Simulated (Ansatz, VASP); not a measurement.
One calculation of Al, two programs

```xyz
1
Lattice="-1.6180 1.6180 1.6180 1.6180 -1.6180 1.6180 1.6180 1.6180 -1.6180" Properties=species:S:1:pos:R:3 pbc="T T T"
Al    0.0000    0.0000    0.0000
```

Alike in both runs: task single point; functional PBE; k mesh 18 × 18 × 18; occupations gaussian, width 0.05 eV; no spin polarisation.

|  | VASP | Ansatz |
| --- | --- | --- |
| version | VASP 6.6.1 | Ansatz 0.2.0 |
| potentials or method | VASP PAW PBE potentials, release 64 (Al) | scalar-relativistic, plane waves, PAW |
| plane-wave cutoff (eV) | 520 | 600 |
| valence electrons in the cell | 3 | 3 |

|  | VASP | Ansatz | Ansatz less VASP |
| --- | --- | --- | --- |
| pressure (GPa) | 0.0 | 0.0 | +0.02 |
